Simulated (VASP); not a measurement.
Crystal: BaTiO3.

```
Ba Ti O
1.0
     4.07352    0.00000    0.00000
     0.00000    4.07352    0.00000
     0.00000    0.00000    4.30552
Ba Ti O
1 1 3
Direct
  0.00000 0.00000 0.99059
  0.50000 0.50000 0.47172
  0.50000 0.50000 0.04169
  0.50000 0.00000 0.51950
  0.00000 0.50000 0.51950
```

The cell isn't the ideal one: a relaxed cell with its volume scaled by 1.06.

```yaml
Program: VASP 6.6.1
Task: relaxation of shape and atoms at fixed volume
Functional: PBE
Potentials_or_basis: VASP PAW PBE potentials, release 64 (Ba_sv, Ti_sv, O)
Cutoff: 600 eV
k_mesh: 8 × 8 × 8
Occupations: gaussian, width 0.03 eV
Spin: no spin polarisation
```

At the start: pressure -7.9 GPa; volume 14.29 Å³/atom.

Q: Where does the relaxation end?

A: Over 16 steps the energy falls by 11.3 meV/atom; space group P4mm (No. 99, to 0.05 Å).

Step by step:
```csv
step,energy change (eV),largest force (eV/Å),pressure (GPa)
1,0.0000,0.7055,-7.86
2,-0.0193,0.1835,-6.20
3,-0.0196,0.1257,-6.38
4,-0.0315,0.1278,-5.80
5,-0.0455,0.2311,-3.93
6,-0.0479,0.3246,-4.35
7,-0.0487,0.1974,-4.22
8,-0.0527,0.1263,-4.04
9,-0.0534,0.1246,-3.92
10,-0.0551,0.0683,-3.75
11,-0.0558,0.0332,-3.54
12,-0.0558,0.1369,-3.58
13,-0.0560,0.0493,-3.56
14,-0.0562,0.0295,-3.42
15,-0.0563,0.0106,-3.24
16,-0.0563,0.0095,-3.22
```

Final structure:
```
Ba Ti O
1.0
     3.98008    0.00000    0.00000
     0.00000    3.98008    0.00000
     0.00000    0.00000    4.51006
Ba Ti O
1 1 3
Direct
  0.00000 0.00000 0.96904
  0.50000 0.50000 0.45948
  0.50000 0.50000 0.06274
  0.50000 0.00000 0.52587
  0.00000 0.50000 0.52587
```
